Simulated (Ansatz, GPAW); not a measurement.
# Geometry or basis: what sets the conductance of BN in line between two Ir chains, part 2 of 3

Aim: the conductance of BN in line between two Ir chains after relaxation, and whether geometry, basis or functional moves it most.

GPAW 26.7.0 and Ansatz 0.2.0; Ansatz plane waves; relaxation of the junction with the lead ends held; PAW set soft_1 (the session's first sound run).

So far. Step 2 (Relaxation): The relaxation lowered the energy of the cell by 1.61 eV.

### Step 3. Plane waves, PBE

A plane-wave run comes first: its basis does not favour the atoms, so it serves as the reference for the orbital bases.

This step: Ansatz plane waves; Landauer transmission by layers, zero bias; PAW set soft_1 (Ansatz 0.2.0).

Input file input.yaml:

```yaml
crystal:
  lattice:
    - [9.0, 0.0, 0.0]
    - [0.0, 9.0, 0.0]
    - [0.0, 0.0, 39.425]
  atoms:
    - { symbol: Ir, position: [0.5, 0.5, 0.0291693088] }
    - { symbol: Ir, position: [0.5, 0.5, 0.0875079264] }
    - { symbol: Ir, position: [0.5, 0.5, 0.1458465441] }
    - { symbol: Ir, position: [0.5, 0.5, 0.2041851617] }
    - { symbol: Ir, position: [0.5, 0.5, 0.2625237793] }
    - { symbol: Ir, position: [0.5, 0.5, 0.320862397] }
    - { symbol: Ir, position: [0.4995728125, 0.4381660642, 0.3794766481] }
    - { symbol: Ir, position: [0.502729819, 0.5612611677, 0.4333394465] }
    - { symbol: B, position: [0.5013777096, 0.507813857, 0.4836298764] }
    - { symbol: "N", position: [0.5011097859, 0.4982156772, 0.5181707391] }
    - { symbol: Ir, position: [0.4988652483, 0.4807038594, 0.5654536611] }
    - { symbol: Ir, position: [0.5097215507, 0.5815576302, 0.6194543338] }
    - { symbol: Ir, position: [0.5, 0.5, 0.679137603] }
    - { symbol: Ir, position: [0.5, 0.5, 0.7374762207] }
    - { symbol: Ir, position: [0.5, 0.5, 0.7958148383] }
    - { symbol: Ir, position: [0.5, 0.5, 0.8541534559] }
    - { symbol: Ir, position: [0.5, 0.5, 0.9124920736] }
    - { symbol: Ir, position: [0.5, 0.5, 0.9708306912] }
kpoints:
  mp_grid: { grid: [1, 1, 2] }
hamiltonian:
  xc: pbe
  pseudopotentials: { kind: paw, azcp: { folder: soft_1 } }
scf:
  occupations: { method: fermi_dirac, width: 0.1 }
output:
  transmission:
    leads: [[0, 1]]
    e_range: [-2, 2]
    de: 0.025
    kmesh: [1, 1]
    reduced_basis: true
  write_potential: true
  write_density: true
  volumetric_format: npy
```

Started as:

```console
ansatz run input.yaml --threads 4 --pin off --max-ram 8192MiB --backend cpu --events-out ev --progress --plain --runs-dir out
```

Numbers of over 12 decimals in the logs are rounded to 6 here.

The program printed:

```text
[...]
Crystal: 18 atoms, lattice volume = 3193.425 Å³
Basis set: ecut = 420 eV, 62359 PW (Γ)
Bands: 168, of which v1, the nominal top of the filled ones, is band 140 counted from 1 (139 counted from 0)
Symmetry: 1 space group operations
[...]
k-points: 2
[...]
SCF iter   1: F=—  HF=-191473.498743 eV  |F-HF|=—  |Δ(HF+E_count)|=         —  Δρ=2.55e-2  dr2=2.33e1  ethr=3.10e-3  ⟨swp⟩=6.5  Hψ=1264  notcnv=0  defer=1
[...]
SCF iter  13: F=-191468.279994 eV  HF=-191468.279994 eV  |F-HF|=5.81e-8  |Δ(HF+E_count)|=   4.70e-8  Δρ=1.03e-6  dr2=6.90e-8  ethr=3.57e-11  ⟨swp⟩=17.0  Hψ=974  notcnv=0
SCF 1 converged in 13 iterations: F = -191468.279994 eV  dr2 = 6.90e-8
[...]
transmission: 49 of 294 steps passed
transmission: 98 of 294 steps passed
[...]
transmission: 294 of 294 steps passed
WARN: The output density's exchange-correlation potential varies sharply where the density is thin. Do not read a vacuum level from v_tot or v_xc, or from such a field of the output density. On a cell that repeats whose density bears no net charge and no dipole along the vacuum's axis use v_es (v_loc + v_h of the components); under efield.dipole_correction with no amplitude use v_es + v_field, which holds any externa [...]
SCF converged after 13 iterations
Free energy (F): -191468.279994 eV
[...]
Internal energy: -191466.650791 eV  (E = F + TS)
E sigma→0 (E₀):  -191467.465392 eV
Entropy (-TS):   -1.629202 eV (-90.511 meV/atom)
Fermi energy:    -3.502625 eV
[...]
--- Band table (eV) ---
  k-point 0: bands = [... 136 lower, -3.6142, -3.5796, -3.5717, -3.5385, -3.4781, -3.4683, -3.4619, -3.4400, ... 24 higher]
  k-point 1: bands = [... 136 lower, -3.6249, -3.5774, -3.5561, -3.5472, -3.5361, -3.4677, -3.4653, -3.3864, ... 24 higher]
--- Transmission ---
  basis      : 717 plane waves across, 49 finite elements along
  points     : 1, standing for a mesh of 1 x 1
  filling    : by the input's occupations and mesh, since the crystals that have channels conduct as metals do. If one of these is a semiconductor, that mesh has misplaced its level
  energies   : 161 from -2.000000 to 2.000000 eV about the Fermi level, 0.025000 eV apart; the leads are filled to 0.000000 eV, and channels, transmission and decay are at 0.000000 eV
  crystal 0  : Ir1, at the sites [0, 1], period 2.3000 Å, over 27.60 Å; its Hamiltonian steps by up to 6.7 meV
    offset         : up to 0.0000 Å between an atom of the period and one for which it stands
    filled         : 11.0 meV over the level at which it is neutral
    channels       : 6.000000e0 a spin
    conductance    : 5.5120e14 S/m² at 300 K; may be off by some 0.0 % by where its bands' edges are placed, 1.3 % from the distance to neutral
  junction   : crystal 0 to crystal 0, 0.70 to 37.82 Å
    transmission   : 1.274890e0 a spin
    error estimate : 9.104622e-5 a spin from the reduction of the transverse basis, at the most 1.819340e-4 at -0.025000 eV
    conductance    : 1.2153e14 S/m² at 300 K (1.2125e14 on every other energy)
    error estimate : 0.2 % from the energy spacing and 0.0 % from band edges of the leads and from resonances (wavevectors taken as independent; lower de), 0.0 % from the reduction of the transverse basis, 0.8 % from the steps of its leads' Hamiltonians or their offsets (lay more layers), 0.1 % from the distance to neutral
    resistance     : 6.4144e-3 Ω µm² beyond half of each lead's own
```

It took 3.7 min on 4 threads of Arm Neoverse V1, shared host; peak memory 4.8 GiB; 11 min of CPU time.

Numbers from this step:

* free energy: -191468.2800 eV
* lead level: 0 eV from the Fermi level
* transmission at the Fermi level (one spin): 1.275
* open channels of the lead at the Fermi level (one spin): 6
* step of the potential along the lead: 6.7 meV
* offset of the lead: 0 Å
* filling of the lead less its bulk value, in size: 11 meV
* conductance: 1.270 G₀

One spin. The transmission, zone mean by energy, zero at the Fermi level:

| energy (eV) | transmission, zone mean |
| --- | --- |
| -2.000 | 0.850 |
| -1.900 | 0.840 |
| -1.800 | 0.820 |
| -1.700 | 0.807 |
| -1.600 | 0.796 |
| -1.500 | 0.783 |
| -1.400 | 0.834 |
| -1.300 | 0.868 |
| -1.250 | 0.880 |
| -1.200 | 0.874 |
| -1.100 | 0.820 |
| -1.000 | 0.824 |
| -0.900 | 0.746 |
| -0.800 | 0.821 |
| -0.700 | 1.02 |
| -0.600 | 1.29 |
| -0.550 | 1.35 |
| -0.500 | 1.33 |
| -0.400 | 1.27 |
| -0.300 | 1.31 |
| -0.200 | 1.34 |
| -0.100 | 1.28 |
| 0.000 | 1.27 |
| 0.100 | 1.28 |
| 0.200 | 1.17 |
| 0.300 | 1.09 |
| 0.400 | 1.03 |
| 0.500 | 0.991 |
| 0.600 | 0.954 |
| 0.700 | 0.809 |
| 0.800 | 0.557 |
| 0.900 | 0.347 |
| 1.000 | 0.211 |
| 1.100 | 0.129 |
| 1.200 | 0.0789 |
| 1.300 | 0.0497 |
| 1.400 | 0.0343 |
| 1.500 | 0.0282 |
| 1.600 | 0.0277 |
| 1.700 | 0.0300 |
| 1.800 | 0.0327 |
| 1.900 | 0.0328 |
| 2.000 | 0.0261 |

One spin. Open channels, zone mean against energy, zero at the Fermi level:

| energy (eV) | open channels, zone mean |
| --- | --- |
| -2.000 | 3 |
| -1.900 | 4 |
| -1.800 | 4 |
| -1.700 | 4 |
| -1.600 | 4 |
| -1.500 | 4 |
| -1.400 | 6 |
| -1.300 | 6 |
| -1.200 | 6 |
| -1.100 | 6 |
| -1.000 | 6 |
| -0.900 | 6 |
| -0.800 | 6 |
| -0.700 | 6 |
| -0.600 | 6 |
| -0.500 | 6 |
| -0.400 | 6 |
| -0.300 | 6 |
| -0.200 | 6 |
| -0.100 | 6 |
| 0.000 | 6 |
| 0.100 | 4 |
| 0.200 | 4 |
| 0.300 | 4 |
| 0.400 | 4 |
| 0.500 | 4 |
| 0.600 | 4 |
| 0.700 | 4 |
| 0.800 | 4 |
| 0.900 | 4 |
| 1.000 | 3 |
| 1.100 | 3 |
| 1.200 | 3 |
| 1.300 | 3 |
| 1.400 | 3 |
| 1.500 | 3 |
| 1.600 | 3 |
| 1.700 | 3 |
| 1.800 | 3 |
| 1.900 | 3 |
| 2.000 | 3 |

Crystal 0, spin -, k parallel (0, 0); distinct values, listed up to 1.5 1/Å. Im kz of the slowest decaying states against energy, zero at the Fermi level:

| energy (eV) | decay 1 (Å⁻¹) | decay 2 (Å⁻¹) | decay 3 (Å⁻¹) | decay 4 (Å⁻¹) |
| --- | --- | --- | --- | --- |
| -2.000 | 0.0365 | 0.548 | 0.549 | 1.33 |
| -1.800 | 0.445 | 0.445 | 1.31 | 1.31 |
| -1.600 | 0.299 | 0.300 | 1.29 | 1.29 |
| -1.400 | 1.27 | 1.27 | 1.33 | 1.44 |
| -1.200 | 1.25 | 1.25 | 1.31 | 1.42 |
| -1.000 | 1.23 | 1.23 | 1.29 | 1.41 |
| -0.800 | 1.21 | 1.21 | 1.27 | 1.39 |
| -0.600 | 1.19 | 1.19 | 1.25 | 1.37 |
| -0.400 | 1.17 | 1.17 | 1.23 | 1.35 |
| -0.200 | 1.14 | 1.14 | 1.21 | 1.33 |
| 0.000 | 1.12 | 1.12 | 1.18 | 1.31 |
| 0.200 | 0.248 | 0.248 | 1.10 | 1.10 |
| 0.400 | 0.370 | 1.07 | 1.07 | 1.14 |
| 0.600 | 0.452 | 0.452 | 1.05 | 1.05 |
| 0.800 | 0.516 | 0.516 | 1.03 | 1.03 |
| 1.000 | 0.101 | 0.568 | 0.568 | 1.00 |
| 1.200 | 0.200 | 0.611 | 0.611 | 0.976 |
| 1.400 | 0.260 | 0.649 | 0.951 | 0.951 |
| 1.600 | 0.305 | 0.681 | 0.925 | 0.925 |
| 1.800 | 0.341 | 0.710 | 0.710 | 0.898 |
| 2.000 | 0.372 | 0.735 | 0.735 | 0.871 |

Crystal 0, spin -, k parallel (0, 0). The Re kz of states that move upwards by energy, zero at the Fermi level:

| energy (eV) | channel 1 (Å⁻¹) | channel 2 (Å⁻¹) | channel 3 (Å⁻¹) | channel 4 (Å⁻¹) | channel 5 (Å⁻¹) | channel 6 (Å⁻¹) |
| --- | --- | --- | --- | --- | --- | --- |
| -2.000 | -0.679 | -0.679 | 0.708 | - | - | - |
| -1.800 | -0.647 | -0.646 | 0.259 | 0.725 | - | - |
| -1.600 | -0.615 | -0.615 | 0.370 | 0.742 | - | - |
| -1.400 | -0.584 | -0.584 | 0.157 | 0.159 | 0.455 | 0.759 |
| -1.200 | -0.554 | -0.553 | 0.384 | 0.385 | 0.528 | 0.777 |
| -1.000 | -0.524 | -0.523 | 0.530 | 0.530 | 0.591 | 0.797 |
| -0.800 | -0.494 | -0.494 | 0.648 | 0.654 | 0.654 | 0.818 |
| -0.600 | -0.465 | -0.465 | 0.699 | 0.771 | 0.771 | 0.842 |
| -0.400 | -0.436 | -0.436 | 0.742 | 0.872 | 0.889 | 0.890 |
| -0.200 | -0.408 | -0.407 | 0.778 | 0.908 | 1.02 | 1.02 |
| 0.000 | -0.379 | -0.378 | 0.806 | 0.952 | 1.21 | 1.22 |
| 0.200 | -0.350 | -0.350 | 0.830 | 1.00 | - | - |
| 0.400 | -0.321 | -0.321 | 0.850 | 1.06 | - | - |
| 0.600 | -0.292 | -0.291 | 0.869 | 1.13 | - | - |
| 0.800 | -0.262 | -0.262 | 0.886 | 1.22 | - | - |
| 1.000 | -0.232 | -0.231 | 0.903 | - | - | - |
| 1.200 | -0.201 | -0.200 | 0.918 | - | - | - |
| 1.400 | -0.169 | -0.168 | 0.934 | - | - | - |
| 1.600 | -0.134 | -0.134 | 0.950 | - | - | - |
| 1.800 | -0.0963 | -0.0954 | 0.965 | - | - | - |
| 2.000 | -0.0470 | -0.0455 | 0.980 | - | - | - |

The electrostatic potential energy of an electron (with the applied field's), less the Fermi level, planar mean oscillates, so the rows of the table below give means over windows of 2.26 Å about each position, cut where the curve ends. Its first 14 maxima inside the range that stand out by 2 % of the span (Å: eV): 2.3: 5.28, 4.7: 5.27, 6.9: 5.27, 9.2: 5.27, 11.5: 5.25, 13.9: 5.21, 16.1: 4.95, 18.3: 5.32, 19.7: 5.32, 21.2: 5.43, 23.4: 5.06, 25.6: 5.19, 27.9: 5.26, 30.2: 5.28. Its first 14 minima: 1.2: 3.39, 3.5: 3.38, 5.7: 3.39, 8.0: 3.38, 10.4: 3.36, 12.7: 3.35, 15.0: 3.32, 17.1: 3.34, 19.1: 4.66, 20.4: 4.89, 22.3: 3.45, 24.4: 3.32, 26.7: 3.35, 29.1: 3.36.

Table of electrostatic potential energy of an electron (with the applied field's), less the Fermi level, planar mean by z; means over each step:

| z (Å) | electrostatic potential energy of an electron (with the applied field's), less the Fermi level, planar mean (eV) |
| --- | --- |
| 1.13 | 4.31 |
| 3.39 | 4.30 |
| 5.65 | 4.31 |
| 7.91 | 4.30 |
| 10.17 | 4.29 |
| 12.43 | 4.27 |
| 14.69 | 4.23 |
| 16.95 | 4.20 |
| 19.21 | 5.03 |
| 21.47 | 4.54 |
| 23.73 | 4.14 |
| 25.99 | 4.29 |
| 28.25 | 4.31 |
| 30.51 | 4.33 |
| 32.77 | 4.33 |
| 35.03 | 4.33 |
| 37.29 | 4.34 |

The valence density, planar mean oscillates, so the rows of the table below give means over windows of 2.34 Å about each position, cut where the curve ends. Its first 14 maxima inside the range that stand out by 2 % of the span (Å: e/Å³): 1.2: 0.181, 3.5: 0.179, 5.7: 0.179, 8.0: 0.181, 10.4: 0.181, 12.7: 0.179, 14.9: 0.179, 17.1: 0.180, 20.4: 0.0588, 22.3: 0.183, 24.4: 0.179, 26.7: 0.180, 29.1: 0.181, 31.4: 0.181. Its first 14 minima: 2.3: 0.0279, 4.5: 0.0282, 6.9: 0.0279, 9.2: 0.0278, 11.5: 0.0279, 13.9: 0.0273, 16.1: 0.0319, 19.1: 0.0191, 21.3: 0.0280, 23.4: 0.0330, 25.6: 0.0247, 27.9: 0.0281, 30.2: 0.0279, 32.6: 0.0278.

Table of valence density, planar mean by z; means over each step:

| z (Å) | valence density, planar mean (e/Å³) |
| --- | --- |
| 1.17 | 0.0902 |
| 3.51 | 0.0901 |
| 5.85 | 0.0902 |
| 8.19 | 0.0902 |
| 10.53 | 0.0902 |
| 12.87 | 0.0901 |
| 15.21 | 0.0929 |
| 17.55 | 0.0882 |
| 19.89 | 0.0373 |
| 22.23 | 0.0906 |
| 24.57 | 0.0906 |
| 26.91 | 0.0901 |
| 29.25 | 0.0902 |
| 31.59 | 0.0903 |
| 33.93 | 0.0903 |
| 36.27 | 0.0903 |
| 38.61 | 0.106 |

T at the Fermi level is 1.27 of 6 open channels a spin, without spin-orbit coupling, which is large for these atoms.

### Step 4. Double-zeta polarised basis

Localised orbitals split the wire into layers that couple to their neighbours alone, which is what the Green's function method needs; double zeta with polarisation is the usual level for numbers.

This step: GPAW LCAO, PAW setups; Landauer transmission from Green's functions with principal layers (ASE), zero bias (GPAW 26.7.0).

Input file run.py:

```python
import json
import numpy as np
from ase import Atoms
from ase.transport.calculators import TransportCalculator
from gpaw import GPAW, FermiDirac
from gpaw.lcao.tools import get_lcao_hamiltonian
from scipy.linalg import eigh

# The junction with lead layers at both ends, along the third cell vector
device = Atoms(
    ['Ir', 'Ir', 'Ir', 'Ir', 'Ir', 'Ir', 'Ir', 'Ir', 'B', 'N', 'Ir', 'Ir', 'Ir', 'Ir', 'Ir', 'Ir', 'Ir', 'Ir'],
    positions=[
        [4.50000, 4.50000, 1.15000],
        [4.50000, 4.50000, 3.45000],
        [4.50000, 4.50000, 5.75000],
        [4.50000, 4.50000, 8.05000],
        [4.50000, 4.50000, 10.35000],
        [4.50000, 4.50000, 12.65000],
        [4.49616, 3.94349, 14.96087],
        [4.52457, 5.05135, 17.08441],
        [4.51240, 4.57032, 19.06711],
        [4.50999, 4.48394, 20.42888],
        [4.48979, 4.32633, 22.29301],
        [4.58749, 5.23402, 24.42199],
        [4.50000, 4.50000, 26.77500],
        [4.50000, 4.50000, 29.07500],
        [4.50000, 4.50000, 31.37500],
        [4.50000, 4.50000, 33.67500],
        [4.50000, 4.50000, 35.97500],
        [4.50000, 4.50000, 38.27500]],
    cell=[[9.0, 0.0, 0.0], [0.0, 9.0, 0.0], [0.0, 0.0, 39.425]],
    pbc=True)

# One principal layer of the lead: the first 5 atoms of the device
lead = Atoms(
    ['Ir', 'Ir', 'Ir', 'Ir', 'Ir'],
    positions=[
        [4.50000, 4.50000, 1.15000],
        [4.50000, 4.50000, 3.45000],
        [4.50000, 4.50000, 5.75000],
        [4.50000, 4.50000, 8.05000],
        [4.50000, 4.50000, 10.35000]],
    cell=[[9.0, 0.0, 0.0], [0.0, 9.0, 0.0], [0.0, 0.0, 11.5]],
    pbc=True)

settings = dict(mode='lcao', basis='dzp', xc='PBE', h=0.18,
                occupations=FermiDirac(0.1), maxiter=250,
                mixer=dict(beta=0.1, nmaxold=8, weight=100.0),
                convergence=dict(density=0.0001))
energies = np.arange(-2, 2 + 1e-9, 0.025)
eta = 0.0001
n1, n2 = 1, 1
# k and -k transmit alike, so half of the mesh across the current serves
mesh = [(i, j) for i in range(n1) for j in range(n2) if (i, j) <= (-i % n1, -j % n2)]
weights = np.array([1 if (i, j) == (-i % n1, -j % n2) else 2 for i, j in mesh]) / (n1 * n2)

# [... helper functions left out ...]
fermi_lead = ground_state(lead, (1, 1, 10), 'lead.txt')
fermi_device = ground_state(device, (1, 1, 2), 'device.txt')
# [... loop over the mesh left out, but for ...]
        # Shift the lead onto the potential of the device's first layer
        shift = ((H[:, 0, 0] - H0[:, 0, 0]) / S0[0, 0]).real.mean()
# [...]
kT = 8.617333e-5 * 300
bias = [0.1, 0.2, 0.5, 1.0, 1.5, 2.0]
# [... integrals and printing left out ...]
```

Started as:

```console
OMP_NUM_THREADS=1 OPENBLAS_NUM_THREADS=1 python run.py
```

The program printed:

```text
basis functions: device 458, principal layer 135
Fermi level: lead -3.8819 eV, device -3.9271 eV; lead shifted by -0.0084 eV
largest coupling past the next layer 1.48e-06 eV, largest misfit of the first layer 0.066 eV
  E-E_F (eV)   T (one spin)  [channel counts left out]
    -2.000    8.6535e-01
    -1.975    8.5661e-01
    -1.950    8.4814e-01
    -1.925    8.4039e-01
    -1.900    8.3345e-01
    -1.875    8.2741e-01
    -1.850    8.2204e-01
    -1.825    8.1746e-01
    -1.800    8.1359e-01
    -1.775    8.1037e-01
    -1.750    8.0780e-01
    -1.725    8.0574e-01
    -1.700    8.0422e-01
    -1.675    8.0310e-01
    -1.650    8.0226e-01
    -1.625    8.0155e-01
[...]
1.825    2.6132e-02
     1.850    2.3335e-02
     1.875    1.9651e-02
     1.900    1.4605e-02
     1.925    5.3371e-03
     1.950    3.3261e-03
     1.975    3.4183e-03
     2.000    3.5565e-03
conductance at 300 K: 1.3711 G0 a cell; thermopower 0.1786 uV/K
current from the zero-bias T(E) at 0.1 V: 10.608 uA
current from the zero-bias T(E) at 0.2 V: 21.129 uA
current from the zero-bias T(E) at 0.5 V: 50.771 uA
current from the zero-bias T(E) at 1.0 V: 94.827 uA
current from the zero-bias T(E) at 1.5 V: 132.56 uA
current from the zero-bias T(E) at 2.0 V: 154.59 uA
```

Wall time 6.7 min (1 thread); peak memory 2.1 GiB.

Numbers from this step:

* conductance: 1.371 G₀
* largest coupling past the next principal layer: 1.48e-6 eV
* largest misfit of the first principal layer: 0.06586 eV
* shift that aligns the lead: -0.008378 eV
* basis functions of the junction: 458
* basis functions of a principal layer: 135
* transmission at the Fermi level (one spin): 1.373

One spin. The transmission, zone mean by energy, zero at the Fermi level:

energy (eV), transmission, zone mean and a bar:
```
   -2.000       0.87 ###################
   -1.800       0.81 #################
   -1.600       0.80 #################
   -1.400       0.77 #################
   -1.200       0.85 ##################
   -1.000       0.82 ##################
   -0.800       0.85 ##################
   -0.600       1.23 ##########################
   -0.525       1.33 #############################
   -0.400       1.19 ##########################
   -0.200       1.31 ############################
    0.000       1.37 ##############################
    0.100       1.39 ##############################
    0.200       1.19 #########################
    0.400       1.03 ######################
    0.600       0.90 ###################
    0.800       0.40 #########
    1.000       0.15 ###
    1.200       0.06 #
    1.400       0.03 #
    1.600       0.03 #
    1.800       0.03 #
    2.000       0.00
```

Not self-consistent under bias; the bias window is split evenly. The current through one cell, from the zero-bias transmission by bias:

| bias (V) | current through one cell, from the zero-bias transmission (μA) |
| --- | --- |
| 0.100 | 10.6 |
| 0.200 | 21.1 |
| 0.500 | 50.8 |
| 1.000 | 94.8 |
| 1.500 | 133 |
| 2.000 | 155 |

Table of transmission of the three most open eigenchannels by energy, zero at the Fermi level:

| energy (eV) | channel 1 | channel 2 | channel 3 |
| --- | --- | --- | --- |
| -2.000 | 0.481 | 0.340 | 0.0450 |
| -1.900 | 0.413 | 0.361 | 0.0596 |
| -1.800 | 0.377 | 0.367 | 0.0698 |
| -1.700 | 0.382 | 0.345 | 0.0771 |
| -1.600 | 0.378 | 0.338 | 0.0841 |
| -1.500 | 0.357 | 0.344 | 0.0926 |
| -1.400 | 0.371 | 0.299 | 0.102 |
| -1.300 | 0.428 | 0.277 | 0.117 |
| -1.200 | 0.452 | 0.283 | 0.113 |
| -1.100 | 0.455 | 0.311 | 0.0888 |
| -1.000 | 0.418 | 0.344 | 0.0552 |
| -0.900 | 0.424 | 0.348 | 0.0290 |
| -0.800 | 0.546 | 0.292 | 0.0163 |
| -0.700 | 0.679 | 0.311 | 0.0108 |
| -0.600 | 0.801 | 0.420 | 0.00776 |
| -0.500 | 0.830 | 0.485 | 0.00609 |
| -0.400 | 0.821 | 0.367 | 0.00622 |
| -0.300 | 0.818 | 0.365 | 0.00930 |
| -0.200 | 0.779 | 0.511 | 0.0173 |
| -0.100 | 0.683 | 0.655 | 0.0329 |
| 0.000 | 0.680 | 0.652 | 0.0412 |
| 0.100 | 0.718 | 0.636 | 0.0402 |
| 0.200 | 0.758 | 0.409 | 0.0181 |
| 0.300 | 0.693 | 0.378 | 0.0102 |
| 0.400 | 0.580 | 0.439 | 0.00662 |
| 0.500 | 0.550 | 0.448 | 0.00460 |
| 0.600 | 0.560 | 0.332 | 0.00324 |
| 0.700 | 0.405 | 0.232 | 0.00213 |
| 0.800 | 0.246 | 0.155 | 9.3e-4 |
| 0.900 | 0.150 | 0.0959 | 6.8e-6 |
| 1.000 | 0.0968 | 0.0531 | 9.7e-8 |
| 1.100 | 0.0669 | 0.0246 | 2.4e-6 |
| 1.200 | 0.0490 | 0.00844 | 4.3e-6 |
| 1.300 | 0.0375 | 0.00203 | 1.4e-5 |
| 1.400 | 0.0297 | 0.00230 | 2.6e-4 |
| 1.500 | 0.0240 | 0.00663 | 3.5e-4 |
| 1.600 | 0.0200 | 0.0117 | 4.4e-4 |
| 1.700 | 0.0191 | 0.0126 | 5.4e-4 |
| 1.800 | 0.0191 | 0.00854 | 6.1e-4 |
| 1.900 | 0.0121 | 0.00216 | 3.9e-4 |
| 2.000 | 0.00356 | 1.9e-9 | 2.0e-10 |

At the Fermi level T is 1.37 against 1.27 in plane waves. Couplings past the next layer reach 1.5e-6 eV, small enough to drop; the matrix elements of the cell's first layer differ from the bulk lead's by up to 0.066 eV. That layer keeps its own values in the calculation, and only beyond it is the lead taken as perfect. The Fermi levels of lead and junction count from different zeros of potential, one for each periodic cell; with both set to zero, the small remaining shift is what aligns them. Without spin-orbit coupling, which is large for these atoms, channel counts and T are those of the scalar-relativistic bands. By hand: G = 1.371 × 77.48 μS = 106 μS, a resistance of 9.41 kΩ; at 0.1 V a linear junction would pass 10.6 μA, and the integral over the bias window gives 10.6 μA.

(Part 2 of 3 ends here.)

[Logs are printed without paths, hosts, clocks, repeated set-up lines and the standing remarks that a program may print on its own settings, such as how far it seeks lower states.]

[Hosts, paths, dates, database ids (printed as entryN), source tags and the programs' standing remarks are cut or masked in the printed files.]
